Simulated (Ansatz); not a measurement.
Molecular dynamics on a 2×2×2 supercell (16 atoms) of KCl (rocksalt), relaxed with r2SCAN. Forces come from PBEsol in the PAW code Ansatz: Langevin thermostat and barostat (NPT), 2200 K, steps of 3 fs. Classical nuclei, no spin polarisation; a few dozen steps show the first response, not equilibrium.

```yaml
crystal:
  lattice:
    - [0.0, 6.2896966442, 6.2896966442]
    - [6.2896966442, 0.0, 6.2896966442]
    - [6.2896966442, 6.2896966442, 0.0]
  atoms:
    - { symbol: K, position: [0.0, 0.0, 0.0] }
    - { symbol: Cl, position: [0.25, 0.25, 0.25] }
    - { symbol: K, position: [0.0, 0.0, 0.5] }
    - { symbol: Cl, position: [0.25, 0.25, 0.75] }
    - { symbol: K, position: [0.0, 0.5, 0.0] }
    - { symbol: Cl, position: [0.25, 0.75, 0.25] }
    - { symbol: K, position: [0.0, 0.5, 0.5] }
    - { symbol: Cl, position: [0.25, 0.75, 0.75] }
    - { symbol: K, position: [0.5, 0.0, 0.0] }
    - { symbol: Cl, position: [0.75, 0.25, 0.25] }
    - { symbol: K, position: [0.5, 0.0, 0.5] }
    - { symbol: Cl, position: [0.75, 0.25, 0.75] }
    - { symbol: K, position: [0.5, 0.5, 0.0] }
    - { symbol: Cl, position: [0.75, 0.75, 0.25] }
    - { symbol: K, position: [0.5, 0.5, 0.5] }
    - { symbol: Cl, position: [0.75, 0.75, 0.75] }
kpoints:
  mp_grid: { grid: [2, 2, 2] }
hamiltonian:
  xc: pbesol
scf:
  occupations: { method: fermi_dirac, width: 0.19 }
md:
  ensemble: npt_langevin
  temperature: 2200
  timestep: 3.0
  n_steps: 40
  initial_velocities: maxwell_boltzmann
  seed: 1637
```

Command: `ansatz run input.yaml --threads 4 --pin off --max-ram 3686MiB --backend cpu --events-out ev --progress --plain --runs-dir out`.

**Question.** What wall time did it need on 4 threads of Arm Neoverse V2, with other jobs on the host, and how much host memory at the peak?

**Answer.** About 2.8 min, with a peak of 1.6 GiB.

**Question.** How do temperature and energy develop?

**Answer.** The temperature starts at 2062 K, is lowest at step 16 (1148 K, 48 fs) and ends at 1268 K. The thermostat hasn't had time to restore it. The atoms start on their lattice sites with kinetic energy alone, so much of it first passes into potential energy.
```tsv
step	t (fs)	T (K)	free energy F from step 0 (meV/atom)	kinetic energy (meV/atom)	pressure (GPa)	volume (Å³/atom)	largest force (eV/Å)
0	0	2062	0.0	266.6	0.53	31.10	0.00
1	3	2095	0.9	270.9	0.56	31.11	0.09
2	6	2090	3.6	270.2	0.59	31.12	0.18
3	9	2016	7.8	260.6	0.62	31.12	0.27
4	12	2078	13.6	268.6	0.74	31.13	0.36
5	15	1887	21.2	244.0	0.78	31.15	0.45
6	18	1951	30.4	252.2	0.96	31.17	0.52
7	21	1710	41.4	221.1	1.02	31.20	0.65
8	24	1662	53.9	214.8	1.18	31.24	0.79
9	27	1718	68.6	222.0	1.43	31.27	1.01
10	30	1426	84.3	184.3	1.54	31.31	1.26
11	33	1488	99.5	192.3	1.78	31.36	1.51
12	36	1293	113.9	167.2	1.88	31.42	1.76
13	39	1192	125.3	154.1	1.96	31.48	1.96
14	42	1158	134.2	149.7	2.00	31.55	2.09
15	45	1178	141.8	152.3	2.05	31.63	2.14
16	48	1148	148.1	148.3	2.04	31.71	2.15
17	51	1210	154.3	156.4	2.08	31.77	2.12
18	54	1179	159.7	152.4	2.07	31.82	2.09
19	57	1336	163.5	172.6	2.11	31.86	2.05
20	60	1291	164.8	166.8	2.03	31.92	1.91
21	63	1391	163.2	179.8	1.96	31.96	1.78
22	66	1473	159.8	190.4	1.87	32.00	1.64
23	69	1340	157.3	173.2	1.68	32.04	1.50
24	72	1605	157.2	207.5	1.69	32.10	1.38
25	75	1623	159.6	209.8	1.63	32.18	1.29
26	78	1545	163.2	199.8	1.55	32.24	1.36
27	81	1458	167.2	188.5	1.49	32.30	1.40
28	84	1512	172.1	195.4	1.52	32.37	1.40
29	87	1646	177.8	212.8	1.59	32.45	1.43
30	90	1589	184.8	205.3	1.61	32.53	1.59
31	93	1521	194.4	196.6	1.66	32.62	1.81
32	96	1407	205.4	181.8	1.70	32.72	2.05
33	99	1557	216.3	201.2	1.83	32.81	2.32
34	102	1661	225.6	214.7	1.91	32.90	2.50
35	105	1624	232.1	209.9	1.88	33.00	2.52
36	108	1270	236.1	164.2	1.69	33.09	2.42
37	111	1323	237.6	171.0	1.63	33.19	2.22
38	114	1306	237.9	168.8	1.53	33.29	2.21
39	117	1395	237.0	180.3	1.46	33.40	2.18
40	120	1268	236.3	163.9	1.32	33.52	2.13
```

Positions (Å) and forces (eV/Å) at step 40:
```
cell (Å): 0.000 6.449 6.449; 6.449 0.000 6.449; 6.449 6.449 0.000
K    0.284   0.429  -0.267     0.222  -0.710   0.255
Cl   3.555   2.137   2.699    -0.940   1.383   0.243
K    3.357   3.890  -0.253     0.487  -0.505   0.146
Cl   6.769   6.362   3.387    -2.096   0.274  -0.278
K    2.827  -0.512   3.275     1.672  -0.070  -0.422
Cl   7.119   3.193   6.714    -0.780   0.408  -0.153
K    6.072   2.454   3.453     0.946   1.027  -0.132
Cl   9.839   7.180   6.091     0.372  -0.279   0.305
K   -0.001   3.388   3.198     0.101  -0.571   0.116
Cl   3.825   6.611   6.767    -0.211  -0.544  -0.727
K    3.354   6.588   2.579     0.067   0.222   0.430
Cl   6.322   9.831   6.213     0.209   0.231   0.024
K    3.904   3.786   6.003    -0.224  -0.119   0.141
Cl   6.338   6.226   9.613     0.532  -0.448  -0.037
K    6.917   6.772   6.266    -0.617   0.163   0.282
Cl   9.160   9.508   9.823     0.259  -0.463  -0.192
```
